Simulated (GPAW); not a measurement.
The system is V.

```
V
1.0
     2.60429    0.00000    0.00000
    -1.30215    2.25538    0.00000
     0.00000    0.00000    4.72334
V
2
Cartesian
  0.0000 1.5036 1.1808
  1.3021 0.7518 3.5425
```

This isn't the form of V at room conditions, which is bcc.

Base run:

- Program: GPAW 26.7.0
- Functional: PBEsol
- Potentials or basis: PAW data sets generated in the run's folder for this functional
- Cutoff: 600 eV
- Basis: pw
- k mesh: 9 × 9 × 4
- Occupations: fermi-dirac, width 0.05 eV
- Spin: collinear spin, ferromagnetic start
- Starting moments: [2.0, 2.0] μB
- Hubbard terms: V d U = 3 eV

Its results: pressure 7.5 GPa; net moment 2.21 μB per cell; site moments V +0.96 μB.

Task: The run is repeated on the same cell with these changes: hubbard terms from V d U = 3 eV to V d U = 4 eV. What comes out?

Result: Pressure 12.7 GPa; net moment 2.31 μB per cell; site moments V +1.03 μB.

Caveats: the U is typed as a test and isn't derived for this compound.
